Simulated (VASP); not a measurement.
# BeTe: input slips in a band-gap run and what they do, part 2 of 2

Aim: see how common mistakes in a band-structure run show up, on BeTe. The starting structure is a computed structure from the Materials Project. Cell and atoms stay as given unless a step says otherwise.

VASP 6.6.1.

Results so far: reference 1.905 eV; a wide metal-type smearing 1.907 eV.

## 5. Bands with one electron missing

Level of this step: LDA; plane waves and PAW (Te, Be) (VASP).

A slip made on purpose: one electron missing. Against step 2 the input has NELECT = 7 (also changed: NELM).

File INCAR:

```
SYSTEM = BeTe
PREC = Accurate
ENCUT = 350
EDIFF = 1E-06
NELM = 60
ISMEAR = 0
SIGMA = 0.03
LREAL = .FALSE.
ALGO = Normal
GGA = CA
NBANDS = 16
LORBIT = 11
LWAVE = .FALSE.
LCHARG = .FALSE.
KPAR = 4
NELECT = 7
```

File POSCAR:

```
BeTe
1.0
    0.0000000000      2.8314587876      2.8314587876
    2.8314587876      0.0000000000      2.8314587876
    2.8314587876      2.8314587876      0.0000000000
Te Be
1 1
Direct
    0.2500000000      0.2500000000      0.2500000000
    0.0000000000      0.0000000000      0.0000000000
```

File KPOINTS:

```
Automatic mesh
0
Gamma
6 6 6
0 0 0
```

File KPOINTS_OPT:

```
Line mode
10
Line-mode
Reciprocal
  0.00000000   0.00000000   0.00000000 GAMMA
  0.50000000   0.00000000   0.50000000 X

  0.50000000   0.00000000   0.50000000 X
  0.50000000   0.25000000   0.75000000 W

  0.50000000   0.25000000   0.75000000 W
  0.37500000   0.37500000   0.75000000 K

  0.37500000   0.37500000   0.75000000 K
  0.00000000   0.00000000   0.00000000 GAMMA

  0.00000000   0.00000000   0.00000000 GAMMA
  0.50000000   0.50000000   0.50000000 L

  0.50000000   0.50000000   0.50000000 L
  0.62500000   0.25000000   0.62500000 U

  0.62500000   0.25000000   0.62500000 U
  0.50000000   0.25000000   0.75000000 W

  0.50000000   0.25000000   0.75000000 W
  0.50000000   0.50000000   0.50000000 L

  0.50000000   0.50000000   0.50000000 L
  0.37500000   0.37500000   0.75000000 K

  0.62500000   0.25000000   0.62500000 U
  0.50000000   0.00000000   0.50000000 X
```

The projector-augmented-wave data sets are Te and Be (LDA family, release 64).

On the command line:

```sh
$ mpirun -np 4 vasp_std
```

The log of the run:

```text
[... set-up lines as in an earlier step ...]
 entering main loop
       N       E                     dE             d eps       ncg     rms          rms(c)
DAV:   1     0.614132960337E+01    0.61413E+01   -0.19199E+03   512   0.234E+02
DAV:   2    -0.116881628727E+02   -0.17829E+02   -0.17257E+02   704   0.565E+01
DAV:   3    -0.123586384054E+02   -0.67048E+00   -0.66969E+00   632   0.105E+01
DAV:   4    -0.123670765616E+02   -0.84382E-02   -0.84379E-02   704   0.128E+00
DAV:   5    -0.123672310534E+02   -0.15449E-03   -0.15449E-03   648   0.164E-01BRMIX: very serious problems
 the old and the new charge density differ
 old charge density:     8.00000 new    7.00000
BRMIX: very serious problems
 the old and the new charge density differ
 old charge density:     8.00000 new    7.00000
BRMIX: very serious problems
 the old and the new charge density differ
 old charge density:     8.00000 new    7.00000
BRMIX: very serious problems
 the old and the new charge density differ
 old charge density:     8.00000 new    7.00000
    0.401E+00
[...]
DAV:  10    -0.124613682599E+02    0.42990E-05   -0.14907E-05   656   0.157E-02    0.981E-03
DAV:  11    -0.124613684700E+02   -0.21014E-06   -0.20759E-06   664   0.520E-03
   1 F= -.12461368E+02 E0= -.12460220E+02  d E =-.229729E-02
 Start KPOINTS_OPT (optional k-point list driver)
k-point batch [1-16\100]
       N       E                     dE             ncg
DAV:   1     0.219862644760E+03   -0.18758E+04      512
DAV:   2    -0.502707056431E+02   -0.27013E+03      680
DAV:   3    -0.608026774858E+02   -0.10532E+02      704
DAV:   4    -0.609623911609E+02   -0.15971E+00      672
DAV:   5    -0.609651994343E+02   -0.28083E-02      696
DAV:   6    -0.609652805427E+02   -0.81108E-04      688
DAV:   7    -0.609652832192E+02   -0.26765E-05      672
DAV:   8    -0.609652832915E+02   -0.72240E-07      512
[...]
k-point batch [97-100\100]
       N       E                     dE             ncg
DAV:   1     0.228942929107E+04   -0.74113E+03      128
DAV:   2     0.221839174783E+04   -0.71038E+02      176
DAV:   3     0.221597403143E+04   -0.24177E+01      184
DAV:   4     0.221593413720E+04   -0.39894E-01      168
DAV:   5     0.221593400963E+04   -0.12756E-03      192
DAV:   6     0.221593400719E+04   -0.24431E-05      160
DAV:   7     0.221593400713E+04   -0.59853E-07      168
```

Run time: 23 s. Hardware: 4 MPI ranks of AMD EPYC 7R43, shared host; peak memory 0.4 GiB.

From OUTCAR (step 5):

```text
  Total      -10.5907111    -10.5907111    -10.5907111     -0.0000000     -0.0000000      0.0000000
  in kB     -373.7446417   -373.7446417   -373.7446417     -0.0000000     -0.0000000      0.0000000
  external PRESSURE =    -373.7446417 kB  Pullay stress =       0.0000000 kB

 POSITION                                       TOTAL-FORCE (eV/Angst)
 -----------------------------------------------------------------------------------
      1.41573      1.41573      1.41573        -0.000000      0.000000     -0.000000
      0.00000      0.00000      0.00000         0.000000     -0.000000      0.000000
 -----------------------------------------------------------------------------------
    total drift:                                0.000000      0.000000      0.000000

  FREE ENERGIE OF THE ION-ELECTRON SYSTEM (eV)
  ---------------------------------------------------
  free  energy   TOTEN  =       -12.4613684700 eV

  energy  without entropy=      -12.4590711827  energy(sigma->0) =      -12.46021983

[... 2 parts as in an earlier step ...]

[... 1 further part left out ...]
[key lines of the parts left out:]
E-fermi :   3.1419
```

With one electron missing there is no gap to read, since by its occupations the run counts as a metal (its levels may still leave one).

## 6. Bands with a hybrid's name typed into the meta-GGA tag

A slip made on purpose: a hybrid's name typed into the meta-GGA tag. Against step 2 the input has METAGGA = HSE06 and no GGA (also changed: NELM).

Changes to INCAR since step 5:

```diff
@@ -9,3 +9,2 @@
 ALGO = Normal
-GGA = CA
 NBANDS = 16
@@ -15,2 +14,2 @@
 KPAR = 4
-NELECT = 7
+METAGGA = HSE06
```

POSCAR is that of step 5.

KPOINTS is that of step 5.

KPOINTS_OPT is that of step 5.

On the command line:

```sh
$ mpirun -np 4 vasp_std
```

The log of the run:

```text
[banner, memory and clock lines left out]
running    4 mpi-ranks, on    1 nodes
[...]
|                                                                             |
|     EEEEEEE  RRRRRR   RRRRRR   OOOOOOO  RRRRRR      ###     ###     ###     |
|     E        R     R  R     R  O     O  R     R     ###     ###     ###     |
|     E        R     R  R     R  O     O  R     R     ###     ###     ###     |
|     EEEEE    RRRRRR   RRRRRR   O     O  RRRRRR       #       #       #      |
|     E        R   R    R   R    O     O  R   R                               |
|     E        R    R   R    R   O     O  R    R      ###     ###     ###     |
|     EEEEEEE  R     R  R     R  OOOOOOO  R     R     ###     ###     ###     |
|                                                                             |
|     Error: One of the selected functionals does not exist.                  |
|                                                                             |
|       ---->  I REFUSE TO CONTINUE WITH THIS SICK JOB ... BYE!!! <----       |
|                                                                             |

1
1
1
1
```

Run time: 4.4 s. Hardware: 4 MPI ranks.

VASP stopped with this message: “Error: One of the selected functionals does not exist”.

## 7. The runs compared

```
                                        run            ended  gap (eV)  change (eV)  core minutes
                                  reference        converged     1.905            -         0.627
                 a wide metal-type smearing        converged     1.907        0.003          1.54
                   too few electronic steps    not converged         -            -          0.72
                       one electron missing        converged      none            -          1.53
a hybrid's name typed into the meta-GGA tag  stopped by VASP         -            -         0.293
```

Core minutes are wall time times ranks of the run shown, on a shared host.

## 8. What came out

| Quantity | Value |
| --- | --- |
| reference gap | 1.905 eV |
| gap with a wide metal-type smearing | 1.907 eV |
| gap with one electron missing | none to read from the occupations |
| run with too few electronic steps | not converged |
| run with a hybrid's name typed into the meta-GGA tag | stopped by VASP |

**Reading.** VASP stopped by itself in the run with a hybrid's name typed into the meta-GGA tag. The run with too few electronic steps didn't converge. Finished, but with signs in the output that stand out against the reference: a wide metal-type smearing, with the gap changed by less than 0.01 eV (signs: a large entropy term in the energy); one electron missing, with no gap to read, since by its occupations the run counts as a metal (its levels may still leave one) (signs: a warning on the charge density and a stress of up to 37.4 GPa). Further runs on this material are not shown.

[Lines on the potential files, build, host, timing and source positions are cut from VASP's logs without a mark.]

[Logs are printed without paths, hosts, clocks, repeated set-up lines and the standing remarks that a program may print on its own settings, such as how far it seeks lower states.]

[Hosts, paths, dates, database ids (printed as entryN), source tags and the programs' standing remarks are cut or masked in the printed files.]
